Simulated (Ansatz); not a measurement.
Wires are cut from relaxed bulk V (Im-3m, 13.46 Å³/atom, gap on the mesh 0.00 eV); atoms and period are relaxed, and energies count from that bulk.

Computed with Ansatz, DFT PBE, scalar-relativistic, plane waves, PAW.

Cutoff 420 eV, Gaussian smearing of 0.05 eV, energies at zero smearing, symmetry of each start kept, no spin polarisation.

```tsv
start	atoms	k mesh	excess energy (eV per host atom)	line energy (eV/Å)	period (Å)	gap on the mesh (eV)
[110] wire, 6 host atoms a period*	6	1×1×8	1.413	2.986	2.839	0
[110] wire, 7 host atoms a period*	7	1×1×8	1.412	3.376	2.927	0
```

* ends far from its start.

Each run keeps its start's symmetry and one magnetic start, so lower states can exist.

Cost: 2 runs of about 9.7 core-minutes in all, on Intel Xeon Platinum 8488C (Sapphire Rapids) (shared hosts).